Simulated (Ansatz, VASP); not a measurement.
## Two plane-wave programs on GaP2

```xyz
3
Lattice="3.3793 0.0000 0.0000 0.0000 3.3793 0.0000 0.0000 0.0000 4.9097" Properties=species:S:1:pos:R:3 pbc="T T T"
Ga    0.0000    0.0000    0.0000
P     1.6897    1.6897    3.4968
P     1.6897    1.6897    1.4128
```

Change from the starting cell: species swapped into the FeSi2 type (P4/mmm, No. 123).

Alike in both runs: functional PBE; k mesh 14 × 14 × 10; occupations gaussian, width 0.1 eV; no spin polarisation.

Ansatz relaxed the structure, and its values are those at the end. VASP's run is a single point on that final structure, the one shown.

```csv
,VASP,Ansatz
version,VASP 6.6.1,Ansatz 0.2.0
potentials or method,"VASP PAW PBE potentials, release 64 (Ga_d, P)","scalar-relativistic, plane waves, PAW"
plane-wave cutoff (eV),520,420
valence electrons in the cell,23,23
```

```tsv
	VASP	Ansatz	Ansatz less VASP
gap on the k mesh at the Fermi level (eV)	none	none	-
pressure (GPa)	-0.1	0.0	+0.09
rms of the force components (eV/Å)	0.028	0.000	-0.0277
```

A gap of «none» marks a metal or a gap that the smearing closes.
